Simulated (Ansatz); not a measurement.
**Sc in Ansatz, relaxation**

The command:

```bash
ansatz run input.yaml --threads 2 --pin off --max-ram 2560MiB --backend cpu --events-out ev --progress --plain --runs-dir out
```

input.yaml:

```yaml
crystal:
  lattice:
    - [-1.648079, 1.648079, 1.648079]
    - [1.648079, -1.648079, 1.648079]
    - [1.648079, 1.648079, -1.648079]
  atoms:
    - { symbol: Sc, position: [0.0, 0.0, 0.0] }
  symmetry: { tolerance: 0.0003 }
kpoints:
  mp_grid: { grid: [14, 14, 14], shift: [0, 0, 0] }
magnetization:
  spin_polarized: false
scf:
  occupations: { method: fermi_dirac }
  lower_state_search: "off"
hamiltonian:
  pseudopotentials: { kind: paw }
  xc: r2scan
basis:
  ecutwfc: 500
  fft_grid_basis: typed
relax:
  max_steps: 60
  cell: { p_target: 20.0 }
output:
  forces: true
  stress: true
  eigenvalues: true
  bader: true
  populations: true
  elf: true
  write_potential: true
  volumetric_format: npy
  dos:
    e_range: [-12, 8]
    de: 0.05
    projected: { site_lists: { Sc: [Sc] } }
  write_density: true
checkpoint:
  read: saved_state
```

Origin of the cell: a known structure type with other elements, at an estimated volume, so it need not be a known compound.

The smearing width isn't typed, so it takes its default of 0.1 eV.

The saved state is a converged single point of the same cell.

Excerpt of the output:

```
SCF iter   1: F=-2139.978869 eV  HF=-2139.978544 eV  Δρ=1.18e-3  dr2=1.20e-4  dr2_τ=3.69e-4
SCF iter   2: F=-2139.978901 eV  HF=-2139.978861 eV  Δρ=6.26e-4  dr2=2.31e-5  dr2_τ=9.59e-6
SCF iter   3: F=-2139.978904 eV  HF=-2139.978902 eV  Δρ=1.47e-4  dr2=2.11e-6  dr2_τ=4.60e-7
SCF iter   4: F=-2139.978905 eV  HF=-2139.978905 eV  Δρ=2.12e-5  dr2=2.66e-8  dr2_τ=4.98e-9
relax step   1: F+E_penalty+E_count = -2139.978905 eV  Δ(F+E_penalty+E_count) = +0.000e0 eV  max|allowed force component| = 0.000e0 eV/Å  Δτ_max = 0.0000 Å  P = +30.417 GPa  Ω = 17.906 Å³  (4 […]
relax step   2: F+E_penalty+E_count = -2140.351033 eV  Δ(F+E_penalty+E_count) = -3.721e-1 eV  max|allowed force component| = 0.000e0 eV/Å  Δτ_max = 0.0000 Å  P = +14.407 GPa  Ω = 20.654 Å³  e […]
relax step   3: F+E_penalty+E_count = -2140.240410 eV  Δ(F+E_penalty+E_count) = +1.106e-1 eV  max|allowed force component| = 0.000e0 eV/Å  Δτ_max = 0.0000 Å  P = +19.676 GPa  Ω = 19.603 Å³  e […]
relax step   4: F+E_penalty+E_count = -2140.232879 eV  Δ(F+E_penalty+E_count) = +7.531e-3 eV  max|allowed force component| = 0.000e0 eV/Å  Δτ_max = 0.0000 Å  P = +20.014 GPa  Ω = 19.542 Å³  e […]
relax step   5: F+E_penalty+E_count = -2140.234168 eV  Δ(F+E_penalty+E_count) = -1.289e-3 eV  max|allowed force component| = 0.000e0 eV/Å  Δτ_max = 0.0000 Å  P = +20.045 GPa  Ω = 19.542 Å³  stress off target by 4.45e-2 GPa […]
SCF 5 converged in 6 iterations: F = -2140.234168 eV  dr2 = 1.91e-12
basis re-selected at this cell: Δ(F+E_penalty+E_count) = -1.289e-3 eV, ΔP = +0.030 GPa vs the last step (what re-selecting the basis moved, of the pressure what is left beyond the Pulay corre […]
SCF converged after 6 iterations
Free energy (F): -2140.234168 eV
Harris-Foulkes:  -2140.234168 eV  (|F-HF|=9.09e-13)
Internal energy: -2140.175222 eV  (E = F + TS)
E sigma→0 (E₀):  -2140.204695 eV
Entropy (-TS):   -0.058946 eV (-58.946 meV/atom)
Fermi energy:    12.410341 eV
--- Per-component energies (eV) ---
  E_band       = -142.842589
  E_kinetic    = 264.829609
  E_local      = -741.221068  (includes V_loc(G=0)·N_el)
  E_nonlocal   = 83.547064
  E_hartree    = 253.329859
  E_xc         = -101.412089
  E_vxc        = -143.379805  (∫ρ·V_xc dr)
  E_paw        = -964.787835  (= ΣΔE_a)
  E_vpaw       = -122.656075  (= ΣTr[D̂ρ^β])
  E_aug_tail   = 0.000005  (compensation charges beyond the density's cutoff)
  E_vtau       = 9.378001  (kinetic-family band-sum trace: ∫τ·v_τ [+ j·A + Jᵃ·Aᵃ] dr)
  E_ewald      = -934.222276
  E_core_change = -0.238492  (= ΣΔE_core)
  E_smearing   = -0.058946  (= −TS)
  Σ components = -2140.234168   (vs F -2140.234168, Δ=0.00e0)
--- Forces (eV/Å), atoms counted from 1 ---
  atom   1  Sc    -0.000000     0.000000    -0.000000
  max |Σ_I F_I| component: 0.0 eV/Å
--- Stress (GPa, compression-positive) ---
       20.044547      -0.000000      -0.000000
        0.000000      20.044547       0.000000
        0.000000       0.000000      20.044547
  P = ⅓ Tr σ = 20.0445 GPa (200.445 kbar)
--- Relaxed structure (4 steps of the walk, 4 accepted, 1 SCFs on fresh bases) ---
  F+E_penalty+E_count = -2140.234168 eV   max|allowed force component| = 0.000e0 eV/Å   (the final SCF, on the basis selected at the relaxed cell)
  cell:  # Å, volume = 19.5421 Å³
    - [-1.696824, 1.696824, 1.696824]
    - [1.696824, -1.696824, 1.696824]
    - [1.696824, 1.696824, -1.696824]
  atoms:
    - { symbol: Sc, position: [0.0, 0.0, 0.0] }
--- Löwdin populations: 1 site ---
  site symbol       q [e]
     0     Sc     10.8943
  spilling = 0.009607 (of n_electrons = 11.000000)
--- Bader charges: 1 site ---
  site symbol  charge [e]  shift [e]
     0     Sc      0.0000     0.0000
  estimated error of the sums over rays = 4.0e-7 e
```

Before:

Space group Im-3m (No. 229); the run's cell has a = 2.855 Å, b = 2.855 Å, c = 2.855 Å, α = 109.47°, β = 109.47°, γ = 109.47°. Shortest distances: Sc–Sc 2.85 Å.

The relaxed structure.

Space group Im-3m (No. 229); the run's cell has a = 2.939 Å, b = 2.939 Å, c = 2.939 Å, α = 109.47°, β = 109.47°, γ = 109.47°. Shortest distances: Sc–Sc 2.94 Å.

- Enthalpy lowered by: 51.0 meV/atom
- Volume change: 9.14 %
- Final pressure: 20.04 GPa
- Relaxation steps listed: 5
- Gap on the mesh: none (metal)

Caveats: no moments, though an odd count or open d shells may carry them; the relaxation held the start's symmetry, so the end may be a saddle point.

Time: 16 s of wall time on 2 CPU thread(s) of a shared host, from a saved density.
